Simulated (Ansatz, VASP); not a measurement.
TaAs in VASP and in Ansatz

Contents of INCAR:

```
SYSTEM = TaAs
PREC     = Accurate       ! precision mode
ENCUT    = 520            ! plane-wave cutoff, eV
EDIFF    = 1E-6           ! SCF threshold, eV
ISMEAR   = -1             ! smearing method
SIGMA    = 0.05           ! smearing width, eV
LREAL    = .FALSE.        ! projectors in reciprocal space
LASPH    = .TRUE.         ! aspherical terms in the spheres
NELM     = 100            ! most SCF steps
ALGO     = Normal         ! electronic algorithm
ISIF     = 2              ! what is computed and relaxed
LWAVE    = .FALSE.        ! write WAVECAR
LCHARG   = .FALSE.        ! write CHGCAR
GGA      = PE             ! functional
```

The input KPOINTS:

```
regular mesh
0
G
  8 8 8
  0 0 0
```

Contents of POSCAR:

```
TaAs
1.0
   -1.7562496294      1.7562496294      5.8679415361
    1.7562496294     -1.7562496294      5.8679415361
    1.7562496294      1.7562496294     -5.8679415361
Ta As
2 2
Direct
    0.4999673000      0.4999673000      0.0000000000
    0.2499673000      0.7499673000      0.5000000000
    0.0826321200      0.0826321200      0.0000000000
    0.8326321200      0.3326321200      0.5000000000
```

File input.yaml:

```yaml
crystal:
  lattice:
    - [-1.7562496294, 1.7562496294, 5.8679415361]
    - [1.7562496294, -1.7562496294, 5.8679415361]
    - [1.7562496294, 1.7562496294, -5.8679415361]
  atoms:
    - { symbol: Ta, position: [0.4999673, 0.4999673, 0.0] }
    - { symbol: Ta, position: [0.2499673, 0.7499673, 0.5] }
    - { symbol: As, position: [0.08263212, 0.08263212, 0.0] }
    - { symbol: As, position: [0.83263212, 0.33263212, 0.5] }
hamiltonian:
  xc: pbe
  pseudopotentials: { kind: paw }
kpoints:
  mp_grid: { grid: [8, 8, 8] }
scf:
  occupations: { method: fermi_dirac, width: 0.05 }
output:
  forces: true
  stress: true
  eigenvalues: true
```

Change from the starting cell: strain = 0.02.

Alike in both runs: task single point; functional PBE; k mesh 8 × 8 × 8; occupations fermi-dirac, width 0.05 eV; no spin polarisation.

|  | VASP | Ansatz |
| --- | --- | --- |
| version | VASP 6.6.1 | Ansatz 0.2.0 |
| potentials or method | VASP PAW PBE potentials, release 64 (Ta_pv, As) | Ansatz PAW |
| plane-wave cutoff (eV) | 520 | 420 |
| valence electrons in the cell | 32 | 56 |

|  | VASP | Ansatz | Ansatz less VASP |
| --- | --- | --- | --- |
| gap on the k mesh at the Fermi level (eV) | none | none | - |
| pressure (GPa) | -4.5 | -4.8 | -0.36 |
| largest component of the traceless stress (GPa) | 2.20 | 2.26 | +0.057 |
| rms of the force components (eV/Å) | 0.071 | 0.070 | -0.0019 |

Atom by atom the forces differ by 0.002 eV/Å (rms over components). A gap of «none» marks a metal or a gap that the smearing closes. The two sets of potentials don't hold the same shells in valence.

The runs have no spin-orbit coupling, so splittings on Ta are missing.
